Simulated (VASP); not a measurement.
# Te2Mo in VASP: notebook

The runs below take Te2Mo through single point, with PBE.

Everything below comes from runs of VASP 6.6.1. Logs are shortened: lines on timing, memory, paths and dates and some standing lists are left out, and cuts for length are marked.

### 1 Starting point

The cell holds a slab with vacuum, 3 atoms: a = 3.518 Å, b = 3.518 Å, c = 7.605 Å, α = 90.00°, β = 90.00°, γ = 120.00°.

### 2 Single point, PBE

File INCAR:

```
SYSTEM = Te2Mo
ALGO     = Normal         ! electronic algorithm
DIPOL    = 0.5 0.5 0.500
EDIFF    = 1E-7           ! SCF threshold, eV
ENCUT    = 460            ! plane-wave cutoff, eV
GGA      = PE             ! functional
IDIPOL   = 3            
ISIF     = 2              ! what is computed and relaxed
ISMEAR   = 0              ! smearing method
LASPH    = .TRUE.         ! aspherical terms in the spheres
LCHARG   = .FALSE.        ! write CHGCAR
LDIPOL   = .TRUE.       
LREAL    = .FALSE.        ! projectors in reciprocal space
LVACPOTAV= .TRUE.       
LVHAR    = .TRUE.       
LWAVE    = .FALSE.        ! write WAVECAR
NBANDS   = 24             ! bands
NELM     = 120            ! most SCF steps
PREC     = Accurate       ! precision mode
SIGMA    = 0.05           ! smearing width, eV
```

File KPOINTS:

```
k-points
0
G
  6 6 1
  0 0 0
```

File POSCAR:

```
Te2Mo
1.0
    3.5182000000      0.0000000000      0.0000000000
   -1.7591000000      3.0468505800      0.0000000000
    0.0000000000      0.0000000000      7.6051888000
Te Mo
2 1
Direct
    0.3333333333      0.6666666667      0.2629783497
    0.3333333333      0.6666666667      0.7370216503
    0.6666666667      0.3333333333      0.5000000000
```

Potentials or basis: VASP PAW PBE potentials, release 64 (Te, Mo_sv).

The run is started by

```
cat potpaw_PBE.64/Te/POTCAR potpaw_PBE.64/Mo_sv/POTCAR > POTCAR
mpirun -np 1 vasp_std > vasp.out
```

OUTCAR:

```text
SYSTEM = Te2Mo
   EDIFF = 1E-7
   ENCUT = 460
   GGA = PE
   ISIF = 2
   ISMEAR = 0
   LASPH = .TRUE.
   LREAL = .FALSE.
   NELM = 120
   PREC = Accurate

 Found      7 irreducible k-points:

 Following reciprocal coordinates:
            Coordinates               Weight
  0.000000  0.000000  0.000000      1.000000
  0.166667  0.000000  0.000000      6.000000
  0.333333 -0.000000  0.000000      6.000000
  0.500000  0.000000  0.000000      3.000000
  0.166667  0.166667  0.000000      6.000000
  0.333333  0.166667  0.000000     12.000000
   k-points           NKPTS =      7   k-points in BZ     NKDIM =      7   number of bands    NBANDS=     24
   number of dos      NEDOS =    301   number of ions     NIONS =      3
   total plane-waves  NPLWV =  42336
   dimension x,y,z NGX =    28 NGY =   28 NGZ =   54
   dimension x,y,z NGXF=    56 NGYF=   56 NGZF=  108
   ions per type =               2   1
   NGX,Y,Z   is equivalent  to a cutoff of  13.23, 13.23, 11.80 a.u.
   NGXF,Y,Z  is equivalent  to a cutoff of  26.46, 26.46, 23.61 a.u.
 SYSTEM =  Te2Mo
   PREC   = accura    normal or accurate (medium, high low for compatibility)
   ISTART =      0    job   : 0-new  1-cont  2-samecut
   ICHARG =      2    charge: 1-file 2-atom 10-const
   ISPIN  =      1    spin polarized calculation?
   LNONCOLLINEAR =      F non collinear calculations
   LSORBIT =      F    spin-orbit coupling
   LASPH  =      T    aspherical Exc in radial PAW
   ENCUT  =  460.0 eV  33.81 Ry    5.81 a.u.   6.15  6.15 13.30*2*pi/ulx,y,z
   NELM   =    120;   NELMIN=  2; NELMDL= -5     # of ELM steps
   EDIFF  = 0.1E-06   stopping-criterion for ELM
   LREAL  =      F    real-space projection
   EDIFFG = 0.1E-05   stopping-criterion for IOM
   NSW    =      0    number of steps for IOM
   IBRION =     -1    ionic relax: 0-MD 1-quasi-New 2-CG
   NFREE  =      0    steps in history (QN), initial steepest desc. (CG)
   ISIF   =      2    stress and relaxation
   ISYM   =      2    0-nonsym 1-usesym 2-fastsym
   POTIM  = 0.5000    time-step for ionic-motion
   TEBEG  =    0.0;   TEEND  =   0.0 temperature during run
   PSTRESS=    0.0 pullay stress
   NELECT =      26.0000    total number of electrons
   NUPDOWN=      -1.0000    fix difference up-down
   EMIN   =  10.00;   EMAX   =-10.00  energy-range for DOS
   EFERMI =   0.00;   METHOD = LEGACY
   ISMEAR =     0;   SIGMA  =   0.05  broadening in eV -4-tet -1-fermi 0-gaus
   EFERMI_NEDOS =   21; number of points for ismear=-14 and -15
   IALGO  =     38    algorithm
   IMIX   =      4    mixing-type and parameters
     AMIX     =   0.40;   BMIX     =  1.00
     AMIX_MAG =   1.60;   BMIX_MAG =  1.00
  volume/ion in A,a.u.               =      27.17       183.38
  Fermi-wavevector in a.u.,A,eV,Ry     =   1.118507  2.113672 17.021677  1.251058
  Thomas-Fermi vector in A             =   2.255139
   LORBIT       =      0    0 simple, 1 ext, 2 COOP (PROOUT), +10 PAW based schemes
   GGA     = PE    functional components
   LHFCALC =     F    Hartree Fock is set to
   AEXX    =    0.0000 exact exchange contribution
   IVDW    =     0    specifies the selected vdW correction
   LEPSILON=     F    determine dielectric tensor
   LRPA    =     F    only Hartree local field effects (RPA)
 non-spin polarized calculation
 Gauss-broadening in eV      SIGMA  =   0.05
  energy-cutoff  :      460.00
  volume of cell :       81.52
 maximum number of plane-waves:      1848
 NGX is ok and might be reduce to    28
   NGX = 13   NGY = 13   NGZ = 27

 number of electron      26.0000001 magnetization

 dipolmoment           0.000000      0.000000      0.000000 electrons x Angstroem

 Free energy of the ion-electron system (eV)
  ---------------------------------------------------
  ext. energy  EPLUGINS =         0.00000000
  ---------------------------------------------------
  free energy    TOTEN  =       -17.68605318 eV

  energy without entropy =      -17.68605318  energy(sigma->0) =      -17.68605318

 E-fermi :   7.3283     XC(G=0):  -9.8223

 val. band max:        6.9206128254   @ k =   0.3333   0.3333   0.0000
 cond. band min:       8.0541459214   @ k =   0.1667   0.1667   0.0000
 fundamental gap:      1.1335330960
 Fermi energy:         7.3283434440

 k-point     1 :       0.0000    0.0000    0.0000
  band No.  band energies     occupation
      1     -53.6243      2.00000
      2     -27.7612      2.00000
      3     -27.6883      2.00000
      4     -27.6883      2.00000
      5      -5.7427      2.00000
      6      -4.6296      2.00000
[... 16 lines left out ...]
     23      17.2587      0.00000
     24      18.1868      0.00000

 k-point     2 :       0.1667    0.0000    0.0000
  band No.  band energies     occupation
      1     -53.6218      2.00000
      2     -27.7540      2.00000
      3     -27.7213      2.00000
      4     -27.6960      2.00000
      5      -5.3613      2.00000
      6      -4.3689      2.00000
[... 16 lines left out ...]
     23      17.3202      0.00000
     24      17.7562      0.00000

 k-point     3 :       0.3333   -0.0000    0.0000
  band No.  band energies     occupation
      1     -53.6169      2.00000
      2     -27.7865      2.00000
      3     -27.7393      2.00000
      4     -27.7113      2.00000
      5      -4.3933      2.00000
      6      -3.7209      2.00000
[... 16 lines left out ...]
     23      17.0138      0.00000
     24      17.8881      0.00000

 k-point     4 :       0.5000    0.0000    0.0000
  band No.  band energies     occupation
      1     -53.6144      2.00000
      2     -27.8188      2.00000
      3     -27.7320      2.00000
      4     -27.7189      2.00000
      5      -3.7021      2.00000
      6      -3.2879      2.00000
[... 16 lines left out ...]
     23      16.0392      0.00000
     24      17.2078      0.00000

 k-point     5 :       0.1667    0.1667    0.0000
  band No.  band energies     occupation
      1     -53.6181      2.00000
      2     -27.7642      2.00000
      3     -27.7430      2.00000
      4     -27.7136      2.00000
      5      -4.6777      2.00000
      6      -3.9058      2.00000
[... 16 lines left out ...]
     23      16.8164      0.00000
     24      17.0244      0.00000

 k-point     6 :       0.3333    0.1667    0.0000
  band No.  band energies     occupation
      1     -53.6144      2.00000
      2     -27.8025      2.00000
      3     -27.7354      2.00000
      4     -27.7319      2.00000
      5      -3.7508      2.00000
      6      -3.2994      2.00000
[... 16 lines left out ...]
     23      16.5194      0.00000
     24      17.4845      0.00000

 [... further k-points ...]

------------------------ aborting loop because EDIFF is reached ----------------------------------------

  FORCE on cell =-STRESS in cart. coord.  units (eV):
  Direction    XX          YY          ZZ          XY          YZ          ZX
  --------------------------------------------------------------------------------------
  -------------------------------------------------------------------------------------
  Total        0.7502241      0.7502241      3.9108913      0.0000000      0.0000000      0.0000000
  in kB       14.7441564     14.7441564     76.8607555      0.0000000      0.0000000      0.0000000
  external PRESSURE =      35.4496894 kB  Pullay stress =       0.0000000 kB

 VOLUME and BASIS-vectors are now :
 -----------------------------------------------------------------------------
  energy-cutoff  :      460.00
  volume of cell :       81.52
      direct lattice vectors                 reciprocal lattice vectors
     3.518200000  0.000000000  0.000000000     0.284236257  0.164103879  0.000000000
    -1.759100000  3.046850580  0.000000000     0.000000000  0.328207759  0.000000000
     0.000000000  0.000000000  7.605188800     0.000000000  0.000000000  0.131489175

 POSITION                                       TOTAL-FORCE (eV/Angst)
 -----------------------------------------------------------------------------------
     -0.00000      2.03123      2.00000         0.000000      0.000000     -0.142994
     -0.00000      2.03123      5.60519         0.000000      0.000000      0.142994
      1.75910      1.01562      3.80259        -0.000000      0.000000     -0.000000
 -----------------------------------------------------------------------------------
    total drift:                               -0.000000      0.000000      0.000000

  FREE ENERGIE OF THE ION-ELECTRON SYSTEM (eV)
  ---------------------------------------------------
  free  energy   TOTEN  =       -17.6860531772 eV

  energy  without entropy=      -17.6860531772  energy(sigma->0) =      -17.68605318
```

Wall time 12 s (1 thread of Intel Xeon Platinum 8488C (Sapphire Rapids), shared host); peak memory 0.19 GiB.

The run converged, but some of its settings lie outside the range that counts as converged, so its numbers aren't taken as properties of the slab.

Results:

* Free energy: -17.6861 eV
* Largest force: 0.143 eV/Å
* Band gap on the k mesh: 1.13 eV, indirect (least direct gap 1.22 eV)

Caveat: spin-orbit coupling is left out, which moves the levels of the heavy elements.

### 3 Single point, PBE

This run uses another cell than the first one, of 34.32 Å³/atom, 1.263 times its volume.

INCAR is that of step 2.

KPOINTS is that of step 2.

File POSCAR:

```
Te2Mo
1.0
    3.5182000000      0.0000000000      0.0000000000
   -1.7591000000      3.0468505800      0.0000000000
    0.0000000000      0.0000000000      9.6051888000
Te Mo
2 1
Direct
    0.3333333333      0.6666666667      0.3123311850
    0.3333333333      0.6666666667      0.6876688150
    0.6666666667      0.3333333333      0.5000000000
```

Potentials or basis: VASP PAW PBE potentials, release 64 (Te, Mo_sv).

The run is started by

```
cat potpaw_PBE.64/Te/POTCAR potpaw_PBE.64/Mo_sv/POTCAR > POTCAR
mpirun -np 1 vasp_std > vasp.out
```

OUTCAR:

```text
SYSTEM = Te2Mo
   EDIFF = 1E-7
   ENCUT = 460
   GGA = PE
   ISIF = 2
   ISMEAR = 0
   LASPH = .TRUE.
   LREAL = .FALSE.
   NELM = 120
   PREC = Accurate

 Found      7 irreducible k-points:

 Following reciprocal coordinates:
            Coordinates               Weight
  0.000000  0.000000  0.000000      1.000000
  0.166667  0.000000  0.000000      6.000000
  0.333333  0.000000  0.000000      6.000000
  0.500000  0.000000  0.000000      3.000000
  0.166667  0.166667  0.000000      6.000000
  0.333333  0.166667  0.000000     12.000000
   k-points           NKPTS =      7   k-points in BZ     NKDIM =      7   number of bands    NBANDS=     24
   number of dos      NEDOS =    301   number of ions     NIONS =      3
   total plane-waves  NPLWV =  54880
   dimension x,y,z NGX =    28 NGY =   28 NGZ =   70
   dimension x,y,z NGXF=    56 NGYF=   56 NGZF=  140
   ions per type =               2   1
   NGX,Y,Z   is equivalent  to a cutoff of  13.23, 13.23, 12.12 a.u.
   NGXF,Y,Z  is equivalent  to a cutoff of  26.46, 26.46, 24.23 a.u.
 SYSTEM =  Te2Mo
   PREC   = accura    normal or accurate (medium, high low for compatibility)
   ISTART =      0    job   : 0-new  1-cont  2-samecut
   ICHARG =      2    charge: 1-file 2-atom 10-const
   ISPIN  =      1    spin polarized calculation?
   LNONCOLLINEAR =      F non collinear calculations
   LSORBIT =      F    spin-orbit coupling
   LASPH  =      T    aspherical Exc in radial PAW
   ENCUT  =  460.0 eV  33.81 Ry    5.81 a.u.   6.15  6.15 16.80*2*pi/ulx,y,z
   NELM   =    120;   NELMIN=  2; NELMDL= -5     # of ELM steps
   EDIFF  = 0.1E-06   stopping-criterion for ELM
   LREAL  =      F    real-space projection
   EDIFFG = 0.1E-05   stopping-criterion for IOM
   NSW    =      0    number of steps for IOM
   IBRION =     -1    ionic relax: 0-MD 1-quasi-New 2-CG
   NFREE  =      0    steps in history (QN), initial steepest desc. (CG)
   ISIF   =      2    stress and relaxation
   ISYM   =      2    0-nonsym 1-usesym 2-fastsym
   POTIM  = 0.5000    time-step for ionic-motion
   TEBEG  =    0.0;   TEEND  =   0.0 temperature during run
   PSTRESS=    0.0 pullay stress
   NELECT =      26.0000    total number of electrons
   NUPDOWN=      -1.0000    fix difference up-down
   EMIN   =  10.00;   EMAX   =-10.00  energy-range for DOS
   EFERMI =   0.00;   METHOD = LEGACY
   ISMEAR =     0;   SIGMA  =   0.05  broadening in eV -4-tet -1-fermi 0-gaus
   EFERMI_NEDOS =   21; number of points for ismear=-14 and -15
   IALGO  =     38    algorithm
   IMIX   =      4    mixing-type and parameters
     AMIX     =   0.40;   BMIX     =  1.00
     AMIX_MAG =   1.60;   BMIX_MAG =  1.00
  volume/ion in A,a.u.               =      34.32       231.61
  Fermi-wavevector in a.u.,A,eV,Ry     =   1.034761  1.955415 14.568173  1.070730
  Thomas-Fermi vector in A             =   2.169072
   LORBIT       =      0    0 simple, 1 ext, 2 COOP (PROOUT), +10 PAW based schemes
   GGA     = PE    functional components
   LHFCALC =     F    Hartree Fock is set to
   AEXX    =    0.0000 exact exchange contribution
   IVDW    =     0    specifies the selected vdW correction
   LEPSILON=     F    determine dielectric tensor
   LRPA    =     F    only Hartree local field effects (RPA)
 non-spin polarized calculation
 Gauss-broadening in eV      SIGMA  =   0.05
  energy-cutoff  :      460.00
  volume of cell :      102.96
 maximum number of plane-waves:      2324
 NGX is ok and might be reduce to    28
   NGX = 13   NGY = 13   NGZ = 33

 number of electron      25.9999998 magnetization

 dipolmoment           0.000000      0.000000      0.000000 electrons x Angstroem

 Free energy of the ion-electron system (eV)
  ---------------------------------------------------
  ext. energy  EPLUGINS =         0.00000000
  ---------------------------------------------------
  free energy    TOTEN  =       -17.98386906 eV

  energy without entropy =      -17.98386906  energy(sigma->0) =      -17.98386906

 E-fermi :   4.7591     XC(G=0):  -8.2658

 val. band max:        4.5010658666   @ k =   0.3333   0.3333   0.0000
 cond. band min:       5.6469323315   @ k =   0.3333   0.3333   0.0000
 fundamental gap:      1.1458664649
 Fermi energy:         4.7590984581

 k-point     1 :       0.0000    0.0000    0.0000
  band No.  band energies     occupation
      1     -56.1430      2.00000
      2     -30.3128      2.00000
      3     -30.1847      2.00000
      4     -30.1847      2.00000
      5      -8.1647      2.00000
      6      -7.1994      2.00000
[... 16 lines left out ...]
     23      13.6984      0.00000
     24      14.5361      0.00000

 k-point     2 :       0.1667    0.0000    0.0000
  band No.  band energies     occupation
      1     -56.1406      2.00000
      2     -30.3055      2.00000
      3     -30.2175      2.00000
      4     -30.1923      2.00000
      5      -7.7826      2.00000
      6      -6.9348      2.00000
[... 16 lines left out ...]
     23      14.9119      0.00000
     24      14.9559      0.00000

 k-point     3 :       0.3333    0.0000    0.0000
  band No.  band energies     occupation
      1     -56.1357      2.00000
      2     -30.2910      2.00000
      3     -30.2824      2.00000
      4     -30.2076      2.00000
      5      -6.8138      2.00000
      6      -6.2761      2.00000
[... 16 lines left out ...]
     23      14.5361      0.00000
     24      14.6826      0.00000

 k-point     4 :       0.5000    0.0000    0.0000
  band No.  band energies     occupation
      1     -56.1333      2.00000
      2     -30.3146      2.00000
      3     -30.2838      2.00000
      4     -30.2151      2.00000
      5      -6.1228      2.00000
      6      -5.8344      2.00000
[... 16 lines left out ...]
     23      13.3683      0.00000
     24      13.8501      0.00000

 k-point     5 :       0.1667    0.1667    0.0000
  band No.  band energies     occupation
      1     -56.1369      2.00000
      2     -30.2947      2.00000
      3     -30.2602      2.00000
      4     -30.2099      2.00000
      5      -7.0983      2.00000
      6      -6.4643      2.00000
[... 16 lines left out ...]
     23      13.5562      0.00000
     24      14.3947      0.00000

 k-point     6 :       0.3333    0.1667    0.0000
  band No.  band energies     occupation
      1     -56.1333      2.00000
      2     -30.2983      2.00000
      3     -30.2838      2.00000
      4     -30.2316      2.00000
      5      -6.1715      2.00000
      6      -5.8470      2.00000
[... 16 lines left out ...]
     23      13.3599      0.00000
     24      14.1348      0.00000

 [... further k-points ...]

------------------------ aborting loop because EDIFF is reached ----------------------------------------

  FORCE on cell =-STRESS in cart. coord.  units (eV):
  Direction    XX          YY          ZZ          XY          YZ          ZX
  --------------------------------------------------------------------------------------
  -------------------------------------------------------------------------------------
  Total        1.0015719      1.0015719      1.2970895     -0.0000000      0.0000000      0.0000000
  in kB       15.5852982     15.5852983     20.1838006     -0.0000000      0.0000000      0.0000000
  external PRESSURE =      17.1181324 kB  Pullay stress =       0.0000000 kB

 VOLUME and BASIS-vectors are now :
 -----------------------------------------------------------------------------
  energy-cutoff  :      460.00
  volume of cell :      102.96
      direct lattice vectors                 reciprocal lattice vectors
     3.518200000  0.000000000  0.000000000     0.284236257  0.164103879  0.000000000
    -1.759100000  3.046850580  0.000000000     0.000000000  0.328207759  0.000000000
     0.000000000  0.000000000  9.605188800     0.000000000  0.000000000  0.104110395

 POSITION                                       TOTAL-FORCE (eV/Angst)
 -----------------------------------------------------------------------------------
     -0.00000      2.03123      3.00000         0.000000     -0.000000     -0.278123
     -0.00000      2.03123      6.60519         0.000000      0.000000      0.278123
      1.75910      1.01562      4.80259        -0.000000      0.000000      0.000000
 -----------------------------------------------------------------------------------
    total drift:                               -0.000001      0.000000      0.000000

  FREE ENERGIE OF THE ION-ELECTRON SYSTEM (eV)
  ---------------------------------------------------
  free  energy   TOTEN  =       -17.9838690568 eV

  energy  without entropy=      -17.9838690568  energy(sigma->0) =      -17.98386906
```

Run time: 14 s. Hardware: 1 thread of Intel Xeon Platinum 8488C (Sapphire Rapids), shared host; peak memory 0.22 GiB.

The run converged, but some of its settings lie outside the range that counts as converged, so its numbers aren't taken as properties of the slab.

What came out:

```yaml
Free_energy: -17.9839 eV
Largest_force: 0.278 eV/Å
Band_gap_on_the_k_mesh: 1.15 eV, direct
```

Caveat: spin-orbit coupling is left out, which moves the levels of the heavy elements.

### 4 Single point, PBE

This run uses another cell than the first one, of 34.32 Å³/atom, 1.263 times its volume.

INCAR is that of step 3.

File KPOINTS:

```
k-points
0
G
  7 7 1
  0 0 0
```

POSCAR is that of step 3.

The run is started by

```
cat potpaw_PBE.64/Te/POTCAR potpaw_PBE.64/Mo_sv/POTCAR > POTCAR
mpirun -np 1 vasp_std > vasp.out
```

Wall time 16 s (1 thread of Intel Xeon Platinum 8488C (Sapphire Rapids), shared host); peak memory 0.22 GiB.

These settings aren't checked as converged: the numbers below hold their error.

What came out:

| Property | Result |
| --- | --- |
| Free energy | -17.9849 eV |
| Largest force | 0.274 eV/Å |
| Band gap on the k mesh | 1.46 eV, direct |

Caveat: spin-orbit coupling is left out, which moves the levels of the heavy elements.

(Part 1 of 2 ends here.)
